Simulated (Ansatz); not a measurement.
# TiO (P6_3/mmc) in Ansatz: a series of runs

The runs below take TiO through band structure, with PBEsol, PBEsol+U.

Program: Ansatz 0.2.0. These are calculated values, not measurements. Logs are shortened: lines on timing, memory, paths and dates and some standing lists are left out, and cuts for length are marked.

## 1. The structure

The structure is hexagonal, space group P6_3/mmc (No. 194). The conventional cell has a = 2.852 Å, b = 2.852 Å, c = 5.568 Å, α = 90.00°, β = 90.00°, γ = 120.00°. Ti (site symmetry -6m2) has 6 O at 2.16 Å as nearest neighbours. O (site symmetry -3m) has 6 Ti at 2.16 Å as nearest neighbours.

The cell comes from a database or a generator and needn't be the stable form of this composition.

## 2. Band structure, PBEsol

input.yaml reads:

```yaml
crystal:
  lattice:
    - [2.8516080131, 0.0, 0.0]
    - [-1.4258040066, 2.469564981, 0.0]
    - [0.0, 0.0, 5.567503]
  atoms:
    - { symbol: Ti, position: [0.6666666667, 0.3333333333, 0.75] }
    - { symbol: Ti, position: [0.3333333333, 0.6666666667, 0.25] }
    - { symbol: O, position: [0.0, 0.0, 0.5] }
    - { symbol: O, position: [0.0, 0.0, 0.0] }
hamiltonian:
  xc: pbesol
  pseudopotentials: { kind: paw }
kpoints:
  mp_grid: { grid: [11, 11, 5] }
  band_path:
    path:
      - [[0.0, 0.0, 0.0], [0.5, 0.0, 0.0], [0.3333333333, 0.3333333333, 0.0], [0.0, 0.0, 0.0], [0.0, 0.0, 0.5], [0.5, 0.0, 0.5], [0.3333333333, 0.3333333333, 0.5], [0.0, 0.0, 0.5]]
      - [[0.5, 0.0, 0.5], [0.5, 0.0, 0.0]]
      - [[0.3333333333, 0.3333333333, 0.0], [0.3333333333, 0.3333333333, 0.5]]
    npoints: 14
scf:
  occupations: { method: fermi_dirac, width: 0.05 }
  n_extra_bands: 10
output:
  forces: true
  stress: true
  eigenvalues: true
  fatbands: true
```

Potentials or basis: Ansatz PAW.

Run with:

```console
$ ansatz run input.yaml --threads 2 --pin off --max-ram 5632MiB --backend cpu --events-out ev --progress --plain --runs-dir out
```

The log of the run:

```text
Warning: RAYON_NUM_THREADS=2 ignored (pool sized by the plan → 2); use --threads N
scf.n_extra_bands = 10 over 18 filled bands (N_el = 36.0): the run solves 28 bands
Engine: ansatz 0.2.0, x86_64-unknown-linux-gnu
Pseudopotentials: kind: paw
Pseudopotential: Ti, paw, valence charge 12, recommended cutoff 420 eV (normal), Ti.paw.azcp
Pseudopotential: O, paw, valence charge 6, recommended cutoff 420 eV (normal), O.paw.azcp
Functional definition: PBEsol
  exchange = pbesol_x
  correlation = pbesol_c
Crystal: 4 atoms, lattice volume = 39.208 Å³
Basis set: ecut = 420 eV, 799 PW (Γ), exchange–correlation on 40×40×80 points (8 copies of the dense FFT grid, shifted against one another)
Bands: 28, of which v1, the nominal top of the filled ones, is band 18 counted from 1 (17 counted from 0)
Symmetry: 24 space group operations
Space group: P63/mmc (ITA 194), of the structure as read, at distance tolerance 3.4e-5 Å
k-points: 48 of 605
Non-local potential: Ti, projectors of the file, l = 0: 3, l = 1: 2, l = 2: 3, l = 3: 1
Non-local potential: O, projectors of the file, l = 0: 2, l = 1: 2, l = 2: 1
PAW form: soft (Blöchl's): semilocal exchange-correlation on the pseudo side does not see the compensation charge
PAW frozen core: Ti, regenerated for the run's functional, and the local potential with it (the file was generated under x = pbe(κ = 0.804, μ = 0.2195149727645171), c = pbe(β = 0.06672455060314922))
PAW frozen core: O, regenerated for the run's functional, and the local potential with it (the file was generated under x = pbe(κ = 0.804, μ = 0.2195149727645171), c = pbe(β = 0.06672455060314922))
PAW one-centre angular grid: Ti, 590 points (default); XC on 64 Gauss nodes
PAW one-centre angular grid: O, 110 points (default); XC on 64 Gauss nodes
Initial density: superposition of atomic densities (neutral atoms: chi_scale 0, normalization atom), corrected by the library's trained network
Initial wavefunctions: pseudopotential atomic-orbital guess
Functional: x = pbesol(κ = 0.804, μ = 0.12345679012345678), c = pbesol(β = 0.046)
SCF iter   1: F=—  HF=-6074.677146 eV  |F-HF|=—  |Δ(HF+E_count)|=         —  Δρ=2.09e-2  dr2=1.16e-1  ethr=1.77e-3  ⟨swp⟩=4.9  Hψ=4821  notcnv=0  defer=2
preconditioner: auto → Kerker (q_TF=auto, 2.690 Å⁻¹)  [metal: Δε(μ)=0.083 eV  Ē_g=11.464 eV  σ=0.050 eV  W_gap=0.39  n_scr=10 (ndim 8)  ℏωp=26.5 eV  f_vac=0.000  D(μ)=0.78/eV (n_scr^D=2)]
SCF iter   2: F=—  HF=-6074.652852 eV  |F-HF|=—  |Δ(HF+E_count)|=   2.43e-2  Δρ=9.40e-3  dr2=2.67e-2  ethr=3.23e-4  ⟨swp⟩=2.0  Hψ=2120  notcnv=0  defer=76
SCF iter   3: F=—  HF=-6074.646956 eV  |F-HF|=—  |Δ(HF+E_count)|=   5.90e-3  Δρ=2.01e-3  dr2=1.52e-3  ethr=7.43e-5  ⟨swp⟩=2.0  Hψ=2057  notcnv=0  defer=76
SCF iter   4: F=—  HF=-6074.646527 eV  |F-HF|=—  |Δ(HF+E_count)|=   4.29e-4  Δρ=3.50e-4  dr2=5.16e-5  ethr=4.21e-6  ⟨swp⟩=1.9  Hψ=1370  notcnv=0  defer=76
SCF iter   5: F=—  HF=-6074.646460 eV  |F-HF|=—  |Δ(HF+E_count)|=   6.66e-5  Δρ=8.10e-5  dr2=1.85e-6  ethr=1.43e-7  ⟨swp⟩=2.2  Hψ=1675  notcnv=0  defer=76
SCF iter   6: F=-6074.646460 eV  HF=-6074.646460 eV  |F-HF|=1.37e-9  |Δ(HF+E_count)|=   1.43e-7  Δρ=1.60e-5  dr2=7.65e-8  ethr=2.78e-10  ⟨swp⟩=6.3  Hψ=5139  notcnv=0
SCF 1 converged in 6 iterations: F = -6074.646460 eV  dr2 = 7.65e-8
NSCF: frozen V_eff on 129 k-points
SCF converged after 6 iterations
Free energy (F): -6074.646460 eV
Harris-Foulkes:  -6074.646460 eV  (|F-HF|=1.37e-9)
Internal energy: -6074.639644 eV  (E = F + TS)
E sigma→0 (E₀):  -6074.643052 eV
Entropy (-TS):   -0.006816 eV (-1.704 meV/atom)
Fermi energy:    16.826483 eV
--- Per-component energies (eV) ---
  E_band       = -204.736452
  E_kinetic    = 899.974541
  E_local      = -1812.596603  (includes V_loc(G=0)·N_el)
  E_nonlocal   = 115.578710
  E_hartree    = 719.424610
  E_xc         = -341.799672
  E_vxc        = -433.793237  (∫ρ·V_xc dr)
  E_paw        = -2350.159200  (= ΣΔE_a)
  E_vpaw       = -412.751136  (= ΣTr[D̂ρ^β])
  E_aug_tail   = 0.005028  (compensation charges beyond the density's cutoff)
  E_ewald      = -3305.416402
  E_core_change = 0.349344  (= ΣΔE_core)
  E_smearing   = -0.006816  (= −TS)
  E_closure    = -0.000000  (closes the sum)
  Σ components = -6074.646460   (vs F -6074.646460, Δ=0.00e0)
--- Forces (eV/Å), atoms counted from 1 ---
  atom   1  Ti     0.00000000     0.00000000     0.00000000
  atom   2  Ti     0.00000000    -0.00000000     0.00000000
  atom   3  O      0.00000000     0.00000000     0.00000000
  atom   4  O     -0.00000000     0.00000000     0.00000000
  max |Σ_I F_I| component: 9.25e-18 eV/Å
--- Stress (GPa, compression-positive) ---
       -9.024293      -0.000000       0.000000
        0.000000      -9.024293       0.000000
        0.000000       0.000000     -11.979785
  P = ⅓ Tr σ = -10.0095 GPa (-100.095 kbar)
--- Band table (eV; the first three rows and the last of 48) ---
  k-point 0: bands = ["-40.7879", "-40.7433", "-17.6497", "-17.1643", "-16.7540", "-16.7540", "-16.7400", "-16.7400", "-5.0353", "-3.7300", "7.3721", "10.9631", "10.9631", "11.4348", "11.4348", "11.4852", "14.7445", "16.5951", "16.5951", "16.8533", "17.6081", "17.6081", "18.0122", "18.5946", "18.5946", "19.6995", "19.6995", "23.1303"]
  k-point 1: bands = ["-40.7836", "-40.7476", "-17.6055", "-17.2130", "-16.7527", "-16.7527", "-16.7413", "-16.7413", "-4.9190", "-3.8657", "7.6671", "10.8498", "10.9949", "10.9949", "11.3738", "11.3738", "15.1914", "16.7576", "16.7671", "16.7671", "17.6929", "17.6929", "18.3205", "18.5022", "18.5022", "19.5005", "19.5005", "21.8811"]
  k-point 2: bands = ["-40.7725", "-40.7588", "-17.4878", "-17.3379", "-16.7492", "-16.7492", "-16.7448", "-16.7448", "-4.6081", "-4.2074", "8.4800", "9.6353", "11.0897", "11.0897", "11.2326", "11.2326", "15.9064", "16.4489", "17.1947", "17.1947", "17.6341", "17.6341", "18.5564", "18.5564", "19.0223", "19.0223", "19.1674", "20.3864"]
  k-point 47: bands = ["-40.6397", "-40.6384", "-17.3667", "-17.3339", "-17.2398", "-17.2150", "-17.1081", "-17.0995", "-3.7575", "-3.6994", "8.4081", "8.4829", "9.3550", "9.8127", "9.8240", "9.9267", "16.2139", "16.4378", "18.3268", "18.3313", "18.6230", "18.6836", "18.9063", "19.0173", "19.8754", "19.9631", "25.5971", "25.7097"]
```

Wall time 1.8 s (2 threads of Intel Xeon 6975P-C (Granite Rapids), shared host); peak memory 0.38 GiB.

What came out:

```
Free energy            : -6074.6465 eV
Pressure               : -10.0 GPa
Band gap on the k mesh : none (metal or under the smearing width)
```

Stress tensor (GPa, compression positive):
```
 -9.02   0.00   0.00
  0.00  -9.02   0.00
  0.00   0.00 -11.98
```

Levels at the corners of the path, in eV from the Fermi level:
```tsv
point	band 16	band 17	band 18	band 19	band 20	band 21
Γ	-5.34	-2.08	-0.23	-0.23	0.03	0.78
M	-5.55	-2.80	-0.05	0.65	1.41	2.00
K	-6.37	-0.47	-0.47	1.20	1.66	1.66
Γ	-5.34	-2.08	-0.23	-0.23	0.03	0.78
A	-5.67	-0.62	-0.62	0.61	0.61	0.61
L	-6.20	-1.38	-1.38	1.79	1.79	2.12
H	-6.98	-0.40	-0.40	1.47	1.47	1.85
A	-5.67	-0.62	-0.62	0.61	0.61	0.61
L	-6.20	-1.38	-1.38	1.79	1.79	2.12
M	-5.55	-2.80	-0.05	0.65	1.41	2.00
K	-6.37	-0.47	-0.47	1.20	1.66	1.66
H	-6.98	-0.40	-0.40	1.47	1.47	1.85
```

Caveat: the pressure holds a Pulay correction of +0.7 GPa for the finite cutoff; semilocal functionals often make such compounds metallic where correlation or magnetic order opens a gap, which also shifts bond lengths; the PAW data sets come from PBE, with cores solved anew for the run's functional, which leaves a small shift of forces and pressure.

## 3. Band structure, PBEsol+U

Edit input.yaml of step 2 so:

```diff
@@ -13,2 +13,3 @@
   pseudopotentials: { kind: paw }
+  hubbard: { sites: [{ species: Ti, l: d, u_eff: 1.0 }] }
 kpoints:
@@ -28,2 +29,2 @@
   eigenvalues: true
-  fatbands: true
+  fatbands: false
```

Potentials or basis: Ansatz PAW.

Run with:

```console
$ ansatz run input.yaml --threads 2 --pin off --max-ram 5632MiB --backend cpu --events-out ev --progress --plain --runs-dir out
```

Wall time 2.3 s (2 threads of Intel Xeon 6975P-C (Granite Rapids), shared host); peak memory 0.4 GiB.

It converged, with:

| Item | Value |
| --- | --- |
| Free energy | -6072.7389 eV |
| Pressure | -8.5 GPa |
| Band gap on the k mesh | none (metal or under the smearing width) |

Stress tensor (GPa, compression positive):
```
 -7.74   0.00   0.00
  0.00  -7.74   0.00
  0.00   0.00 -10.08
```

Levels at the corners of the path, in eV from the Fermi level:
| point | band 14 | band 15 | band 16 | band 17 | band 18 | band 19 | band 20 | band 21 | band 22 | band 23 |
| --- | --- | --- | --- | --- | --- | --- | --- | --- | --- | --- |
| Γ | -5.36 | -5.36 | -5.35 | -2.12 | -0.22 | -0.22 | -0.01 | 1.01 | 1.01 | 1.13 |
| M | -6.68 | -5.87 | -5.56 | -2.79 | -0.06 | 0.84 | 1.63 | 1.97 | 2.29 | 2.64 |
| K | -7.69 | -7.69 | -6.32 | -0.46 | -0.46 | 1.20 | 1.62 | 1.62 | 1.94 | 2.43 |
| Γ | -5.36 | -5.36 | -5.35 | -2.12 | -0.22 | -0.22 | -0.01 | 1.01 | 1.01 | 1.13 |
| A | -5.65 | -5.65 | -5.65 | -0.65 | -0.65 | 0.65 | 0.65 | 0.65 | 0.65 | 2.12 |
| L | -7.34 | -6.16 | -6.16 | -1.39 | -1.39 | 1.94 | 1.94 | 2.23 | 2.23 | 2.26 |
| H | -7.22 | -6.99 | -6.99 | -0.38 | -0.38 | 1.44 | 1.44 | 1.93 | 1.93 | 2.21 |
| A | -5.65 | -5.65 | -5.65 | -0.65 | -0.65 | 0.65 | 0.65 | 0.65 | 0.65 | 2.12 |
| L | -7.34 | -6.16 | -6.16 | -1.39 | -1.39 | 1.94 | 1.94 | 2.23 | 2.23 | 2.26 |
| M | -6.68 | -5.87 | -5.56 | -2.79 | -0.06 | 0.84 | 1.63 | 1.97 | 2.29 | 2.64 |
| K | -7.69 | -7.69 | -6.32 | -0.46 | -0.46 | 1.20 | 1.62 | 1.62 | 1.94 | 2.43 |
| H | -7.22 | -6.99 | -6.99 | -0.38 | -0.38 | 1.44 | 1.44 | 1.93 | 1.93 | 2.21 |

Eigenvalues of the final occupation matrices:
```
  site  spin  trace               eigenvalues
site 1     1   1.41  0.15 0.15 0.35 0.35 0.42
site 2     1   1.41  0.15 0.15 0.35 0.35 0.42
```

Caveat: the pressure holds a Pulay correction of +0.7 GPa for the finite cutoff; U without spin polarisation on a metal has little footing; the PAW data sets come from PBE, with cores solved anew for the run's functional, which leaves a small shift of forces and pressure.
